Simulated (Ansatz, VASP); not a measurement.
## CaO in VASP and in Ansatz

```
Ca O
1.0
     1.69748   -2.75279    0.05137
    -4.98354   -2.68992    0.00826
    -0.03917    0.08518   -6.04268
Ca O
4 4
Direct
  0.98534 0.67245 0.99859
  0.02515 0.65781 0.47544
  0.51098 0.17544 0.00077
  0.48883 0.17769 0.49380
  0.46897 0.83400 0.75431
  0.47746 0.82267 0.25600
  0.02784 0.32864 0.75008
  0.01544 0.33130 0.27102
```

Change from the starting cell: cell x4, atoms moved at random (sigma 0.1 Å) and cell strained at random (1.5 %), then relaxed without symmetry.

Alike in both runs: task relaxation of cell and atoms; functional PBE; k mesh 4 × 2 × 2; occupations gaussian, width 0.1 eV; no spin polarisation.

|  | VASP | Ansatz |
| --- | --- | --- |
| version | VASP 6.6.1 | Ansatz 0.2.0 |
| potentials or method | VASP PAW PBE potentials, release 64 (Ca_sv, O) | scalar-relativistic, plane waves, PAW |
| plane-wave cutoff (eV) | 600 | 420 |
| valence electrons in the cell | 64 | 64 |

|  | VASP | Ansatz | Ansatz less VASP |
| --- | --- | --- | --- |
| gap on the k mesh at the Fermi level, each at its own relaxed structure (eV) | 3.30 | 3.32 | +0.020 |
| relaxed volume (Å³/atom) | 14.21 | 14.15 | -0.066 |
| relaxed cell length with the largest relative difference (Å) | 6.009 | 5.999 | -0.0103 |
| energy change over the relaxation (meV/atom) | -67 | -64 | +2.6 |

Caveats: the k mesh is coarse (spacing up to 0.56 Å⁻¹), so the values aren't converged. A k mesh can miss the band edges.
